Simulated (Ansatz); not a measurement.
## CdS: two-dimensional strain map

These are results of DFT PBE, scalar-relativistic, plane waves, PAW (Ansatz 0.2.0), not measurements. Settings: plane waves to 420 eV, k-mesh 10×10×10 (Γ-centred), Gaussian smearing 0.03 eV. No spin polarisation. Energies are free energies at this smearing, counted from the undisturbed cell; pressure is positive in compression.

Zero of the scan (as given, not relaxed at this level; it stands at -0.4 GPa; this rock-salt form isn't the usual structure):

```
Cd S
1.0
     0.00000    2.75324    2.75324
     2.75324    0.00000    2.75324
     2.75324    2.75324    0.00000
Cd S
1 1
Direct
  0.00000 0.00000 0.00000
  0.50000 0.50000 0.50000
```

The cell is strained by p along both x and y and by q along z, fractional coordinates fixed. Points are written (p, q).

Energy above the undisturbed cell in meV/atom (a dash: not computed):

```
 p \ q  -0.050  -0.025  0.000  0.025  0.050
-0.050   116.0    80.6      ?   49.8   48.1
-0.025    49.7    23.9      ?    9.8   15.2
 0.000    20.2     3.7    0.0    5.6   18.0
 0.025    18.0    10.5   14.8      ?   46.8
 0.050    35.9    36.8      ?   69.0   94.5
```

Task: Fill in the withheld energies.

Result: (-0.050, 0.000): 59.7; (-0.025, 0.000): 11.8; (0.025, 0.025): 27.8; (0.050, 0.000): 49.0.